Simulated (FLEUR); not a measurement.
The system is SrCl2.

```
CELL_PARAMETERS angstrom
0.00000 3.48835 3.48835
3.48835 0.00000 3.48835
3.48835 3.48835 0.00000
ATOMIC_POSITIONS crystal
Sr 0.00000 0.00000 0.00000
Cl 0.75000 0.75000 0.75000
Cl 0.25000 0.25000 0.25000
```

Base run:

- Program: FLEUR MaX-R8.1 (later development tree)
- Functional: r2SCAN
- Potentials or basis: all-electron
- Basis: FLAPW
- Kmax: 4.1 1/bohr
- k mesh: 7 × 7 × 7
- Occupations: fermi-dirac, width 0.05 eV
- Spin: no spin polarisation

Its results: band gap on the k mesh 5.91 eV, indirect (least direct gap 6.14 eV).

Q: The run is repeated on the same cell with these changes: functional from r2SCAN to LDA. What comes out?

A: Band gap on the k mesh 4.92 eV, indirect (least direct gap 5.23 eV).

r2SCAN gives the wider gap, since meta-GGAs in the generalised Kohn-Sham scheme recover part of the derivative discontinuity.

Caveats: the meta-GGA is that of a development version, with a GGA for the radial functions and cores and without core tails (some runs).

A k mesh can miss the band edges.

Not every run made on this cell is shown here.
